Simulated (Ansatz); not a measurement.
BeTe built on the zincblende prototype, relaxed with r2SCAN in Ansatz 0.2.0: space group F-43m (No. 216), cubic; a = 5.657 Å in the conventional setting, 22.63 Å³ an atom. Be is surrounded by 4 Te at 2.45 Å; Te is surrounded by 4 Be at 2.45 Å. It was then strained (uniaxial along z, other directions held), atoms relaxed again within the symmetry left. Unstrained, HSE06 gives 2.695 eV (Γ → X, 6×6×6 mesh), and the band edges keep their places in every row. Only one sign of strain is shown, since it lowers the symmetry, and equivalent edge states can then move with another slope on the other side. Stress is positive in compression. The values are computed, spin-unpolarised, and not measurements.

Axes as in this cell:
```
Be Te
1.0
     0.00000    2.82862    2.82862
     2.82862    0.00000    2.82862
     2.82862    2.82862    0.00000
Be Te
1 1
Cartesian
  0.0000 0.0000 0.0000
  1.4143 1.4143 1.4143
```

| strain (%) | ε | ΔE_g, HSE06 (eV) | Δσ_zz, r2SCAN (GPa) | Δ(G0W0@PBE gap on 4×4×4) |
| --- | --- | --- | --- | --- |
| +1.0 | +0.0100 | -0.017 | -1.00 | -0.015 |
| +3.0 | +0.0300 | -0.049 | -2.93 | -0.044 |
| +4.0 | +0.0400 | -0.064 | -3.86 | -0.059 |

Question: Fit ΔE_g = a x + b x² to these rows by least squares, with x = ε.

Answer: The normal equations take Σx² = 2.600e-03, Σx³ = 9.200e-05, Σx⁴ = 3.380e-06, ΣxΔE = -4.200e-03 and Σx²ΔE = -1.482e-04, and give a = -1.73 eV, b = +3.3 eV; the largest residual is 0.000 eV.

Question: Fit the change of σ_zz in the same way.

Answer: Δσ_zz = -101.2 x + (117) x² GPa. The slope, 101 GPa, is C₁₁ in these axes.

Question: Predict the withheld row at +2.0 % (x = +0.0200).

Answer: ΔE_g ≈ -1.73 × (+0.0200) + (3.3) × (+0.0200)² = -0.033 eV, and Δσ_zz ≈ -1.98 GPa. The runs give -0.033 eV and -1.98 GPa, off by 0.000 eV and 0.00 GPa.

Question: Fit the last column too (unstrained value 2.833 eV), and predict it for the withheld row.

Answer: Δ = -1.48 x + (0.2) x² eV, which gives -0.030 eV at x = +0.0200; the run gives -0.029 eV. Its slope is 0.85 of HSE06's. G0W0 here is at a finite number of bands, screening cutoff and k mesh, not at the basis limit.

Spin-orbit coupling is left out, which matters wherever the heavy atoms make up the band edges.

Where an edge lies off the special points, it is a point of the mesh or the k point where a search put PBE's edge or least direct gap, reused for the other functionals, whose own edges may lie a little apart.

The meshes of the hybrids are coarse, so their gaps aren't converged to the digits shown.
